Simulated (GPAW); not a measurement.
# Sb (R-3m) in GPAW: equation of state with LDA

Aim: the equation of state of Sb with LDA.

Everything below comes from runs of GPAW 26.7.0. Logs are shortened: lines on timing, memory, paths and dates and some standing lists are left out, and cuts for length are marked. The log counts tension as positive stress, the text compression.

### Step 1. Starting point

It takes space group R-3m (No. 166, trigonal). The conventional cell has a = 4.308 Å, b = 4.308 Å, c = 11.274 Å, α = 90.00°, β = 90.00°, γ = 120.00°. Sb (site symmetry 3m) is surrounded by 3 Sb at 2.91 Å.

### Step 2. Equation of state, LDA

Input file run.py:

```python
from ase import Atoms
from ase.eos import EquationOfState
from ase.io import Trajectory
from ase.units import GPa
from gpaw import GPAW, PW

atoms = Atoms(['Sb', 'Sb'],
              cell=[[2.1542, 1.2437279499, 3.758],
                    [-2.1542, 1.2437279499, 3.758],
                    [0.0, -2.4874558998, 3.758]],
              scaled_positions=[[0.76651, 0.76651, 0.76651],
                                [0.23349, 0.23349, 0.23349]],
              pbc=True)

traj = Trajectory('eos.traj', 'w')
volumes, energies = [], []
for x in [0.94, 0.96, 0.98, 1.0, 1.02, 1.04, 1.06]:
    a = atoms.copy()
    a.set_cell(atoms.cell * x**(1 / 3), scale_atoms=True)
    calc = GPAW(mode=PW(600),
                xc='LDA',
                kpts={'size': (6, 6, 6), 'gamma': True},
                occupations={'name': 'fermi-dirac', 'width': 0.05},
                nbands=25,
                convergence={'density': 1e-05, 'energy': 1e-05},
                maxiter=150,
                txt=f'eos-{x:.2f}.txt')
    a.calc = calc
    energies.append(a.get_potential_energy(force_consistent=True))
    volumes.append(a.get_volume())
    p = -a.get_stress()[:3].mean() / GPa
    calc.write(f'eos-{x:.2f}.gpw')
    traj.write(a)
    print(f'{x:.2f} {volumes[-1]:10.4f} A^3 {energies[-1]:14.6f} eV {p:9.3f} GPa', flush=True)

v0, e0, B = EquationOfState(volumes, energies, eos='birchmurnaghan').fit()
print(f'V0 = {v0:.4f} A^3, E0 = {e0:.6f} eV, B0 = {B / GPa:.2f} GPa')
```

Potentials or basis: the program's PAW data sets (release 1.2.1) made for this functional, pw.

Run with:

```sh
$ OMP_NUM_THREADS=1 python run.py
```

Output:

```text
__  _  _
 | _ |_)|_||  |
 |__||  | ||/\| - 26.7.0

Input parameters:
  mode=PW(ecut=600.0),
  convergence={'density': 1e-05, 'energy': 1e-05},
  kpts=MonkhorstPack(size=(6, 6, 6), gamma=True),
  maxiter=150,
  nbands=25,
  occupations=Occupations(name='fermi-dirac', width=0.05),
  xc=XC(name='LDA')

Diagonalizing LCAO Hamiltonian
Converting LCAO to pw mode

       Sb

       Sb

Atoms  # Å, Bohr magnetons
|   | symbol |         x |         y |        z |    initial magnetic moments |
|---|--------|-----------|-----------|----------|-----------------------------|
| 0 |     Sb |  0.000000 | -0.000000 | 8.524841 | ( 0.0000,  0.0000,  0.0000) |
| 1 |     Sb | -0.000000 | -0.000000 | 2.596789 | ( 0.0000,  0.0000,  0.0000) |

Unit cell  # Å
| periodic |         x |         y |        z |  lengths |    angles |
|----------|-----------|-----------|----------|----------|-----------|
|      yes |  2.125086 |  1.226919 | 3.707210 | 4.445754 | 57.110173 |
|      yes | -2.125086 |  1.226919 | 3.707210 | 4.445754 | 57.110173 |
|      yes |  0.000000 | -2.453838 | 3.707210 | 4.445754 | 57.110173 |

Number of symmetries: 12
Symmetry operations  # r_c * U_cc + t_c -> r_c
|    | kind |            matrix            |
|----|------|------------------------------|
|  0 |  E   |  1, 0, 0,  0, 1, 0,  0, 0, 1 |
|  1 |  σ   |  1, 0, 0,  0, 0, 1,  0, 1, 0 |
|  2 |  σ   |  0, 1, 0,  1, 0, 0,  0, 0, 1 |
|  3 |  C3  |  0, 1, 0,  0, 0, 1,  1, 0, 0 |
|  4 |  C3  |  0, 0, 1,  1, 0, 0,  0, 1, 0 |
|  5 |  σ   |  0, 0, 1,  0, 1, 0,  1, 0, 0 |
|  6 |  C2  |  0, 0,-1,  0,-1, 0, -1, 0, 0 |
|  7 |  S6  |  0, 0,-1, -1, 0, 0,  0,-1, 0 |
|  8 |  S6  |  0,-1, 0,  0, 0,-1, -1, 0, 0 |
|  9 |  C2  |  0,-1, 0, -1, 0, 0,  0, 0,-1 |
| 10 |  C2  | -1, 0, 0,  0, 0,-1,  0,-1, 0 |
| 11 |  i   | -1, 0, 0,  0,-1, 0,  0, 0,-1 |

BZ-sampling:
  Number of BZ points: 216
  Number of IBZ points: 32

  Monkhorst-Pack size: [6, 6, 6]
  Monkhorst-Pack shift: [0.08333333333333333, 0.08333333333333333, 0.08333333333333333]

K-points  # in reciprocal-cell coordinates
|     |                                coordinates |     weight |
|-----|--------------------------------------------|------------|
|   0 | (  0.00000000,   0.00000000,   0.00000000) | 0.00462963 |
|   1 | (  0.16666667,   0.00000000,  -0.16666667) | 0.02777778 |
|   2 | (  0.16666667,   0.00000000,   0.00000000) | 0.02777778 |
|   3 | (  0.16666667,   0.16666667,  -0.16666667) | 0.02777778 |
|   4 | (  0.16666667,   0.16666667,   0.00000000) | 0.02777778 |
|   5 | (  0.16666667,   0.16666667,   0.16666667) | 0.00925926 |
|   6 | (  0.33333333,  -0.16666667,  -0.16666667) | 0.02777778 |
|   7 | (  0.33333333,   0.00000000,  -0.33333333) | 0.02777778 |
|   8 | (  0.33333333,   0.00000000,  -0.16666667) | 0.05555556 |
|   9 | (  0.33333333,   0.00000000,   0.00000000) | 0.02777778 |
| ... |                                            |            |
|  31 | (  0.50000000,   0.50000000,   0.50000000) | 0.00462963 |

Plane wave coefficients: 1970
Cutoff: 600.0 eV

Spin-components: 1 (collinear spins)
Bands:           25
Projectors:      12
Spin-degeneracy: 2
Datatype:        complex128

Parallelization:
  kpt:    1
  domain: 1
  band:   1

Density:
  Valence electrons: 30.0
  Components: 1
  Grid points: [27 27 27]
  Charge: 0.0  # |e|

Potential:
  Grid points: [27 27 27]

species:
  Sb:
    name:    Antimony
    Z:       51.0
    valence: 15
    core:    36
    charge:  0.0  # [|e|]
    compensation charges:
      type: gauss
      rc: 0.36  # [Å]
      lmax: 2
    cutoffs:
      filter: 2.23  # [Å]
      core: 2.23  # [Å]
    projectors
    | kind |    occ | energy [eV] | rcut [Å] |
    |------|--------|-------------|----------|
    |   5s |  2.000 |     -13.069 |    1.154 |
    |   5p |  3.000 |      -4.994 |    1.233 |
    |   4d | 10.000 |     -33.564 |    1.196 |
    |    s |        |      14.142 |    1.154 |
    |    p |        |      22.217 |    1.233 |
    |    d |        |      -6.353 |    1.196 |

    Using partial waves for Sb as LCAO basis

Reference energy: -352264.872612  # eV

eigensolver:
  PPCG
  Converge bands: occupied
  niter=2

density mixing:
  MSR1-Mixer
  Pratt-step length: 0.05
  Maximum mixing coefficient: 0.75
  Old densities: 10
  SVD Regularization: 0.005
  Good broyden scale: 1.0
  Trust region scale: 1.0
  Backstep threshold: 4.0
  History deletion threshold: 6.0
  Fourier metric: weight=20.0, sigma=0.015

occupation numbers:
  Fermi-Dirac:
    width: 0.0500  # eV

poisson solver:
  ecut: 4800.0  # eV

xc functional:
  name: None

convergence criteria:
- Maximum integral of absolute [dens]ity change: 1e-05 electrons / valence electron
- Maximum [total energy] change in last 3 cyles: 1e-05 eV / valence electron
- Maximum integral of absolute [eigenst]ate change: 4e-08 eV^2 / valence electron
maximum number of iterations: 150

SCF iterations
|iter     | |      energy | eigst |  dens |
|---------|-|-------------|-------|-------|
|iter:   1| |  -10.258182 | +0.43 |       |
|iter:   2| |  -10.263483 | -1.92 | -1.67 |
|iter:   3| |  -10.241616 | -2.88 | -1.69 |
|iter:   4| |  -10.240435 | -3.55 | -2.22 |
|iter:   5| |  -10.240532 | -4.73 | -3.01 |
|iter:   6| |  -10.240549c| -5.84 | -3.51 |
|iter:   7| |  -10.240549c| -7.21 | -4.44 |
|iter:   8| |  -10.240549c| -7.85c| -4.91 |
|iter:   9| |  -10.240549c| -8.02c| -6.04c|

Converged in 9 steps
Energy contributions relative to reference atoms: (reference = -352264.872612)

Energy contributions:
  Kinetic:           1.764153
  Coulomb:          -2.567452
  Zero:              0.378878
  External:          0.000000
  Xc:               -9.814647
  Entropy:          -0.002965
  Spinorbit:         0.000000
  ----------------------------
  Free energy:     -10.242032
  Extrapolated:    -10.240549

dipole moment: (0.000000, -0.000000, -0.000002)  # |e|*Ang

Fermi level: 7.173
Eigenvalues  # (at kpt = [0.000, 0.000, 0.000])
| band index |      eig [eV] | occ [0-2] |
|------------|---------------|-----------|
|          0 |       -22.272 |     2.000 |
|        ... |               |           |
|          7 |       -22.035 |     2.000 |
|          8 |       -21.948 |     2.000 |
|          9 |       -21.948 |     2.000 |
|         10 |        -5.953 |     2.000 |
|         11 |         2.365 |     2.000 |
|         12 |         4.949 |     2.000 |
[... 8 lines left out ...]
|         21 |        13.627 |     0.000 |
|         22 |        14.310 |     0.000 |
|        ... |               |           |
|         24 |        14.987 |     0.000 |

No gap
No difference between direct/indirect transitions

Stress tensor  # eV/Ang^3
|         x |         y |         z |
|-----------|-----------|-----------|
| -0.007075 |  0.000000 |  0.000000 |
|  0.000000 | -0.007075 |  0.000000 |
|  0.000000 | -0.000000 | -0.003559 |

# Writing to eos-0.96.gpw (mode='')
```

Run time: 2.7 min. Hardware: 1 thread of Intel Xeon 6975P-C (Granite Rapids), shared host; peak memory 0.23 GiB.

What came out:

| Item | Value |
| --- | --- |
| Equilibrium volume | 29.46 Å³/atom |
| Bulk modulus at fixed shape and positions | 60 GPa |
| Pressure derivative of the bulk modulus | 4.0 |

Energy against volume, from the lowest point:
| volume (Å³/atom) | energy (meV/atom) |
| --- | --- |
| 28.393 | 7.56 |
| 28.998 | 1.28 |
| 29.602 | 0.00 |
| 30.206 | 3.24 |
| 30.810 | 10.57 |
| 31.414 | 21.59 |
| 32.018 | 35.90 |

Caveat: the cell was scaled at fixed shape and fractional positions, which overstates the stiffness of a crystal with free parameters, most of all of layers and chains. The run has no spin-orbit coupling, so splittings on Sb are missing.
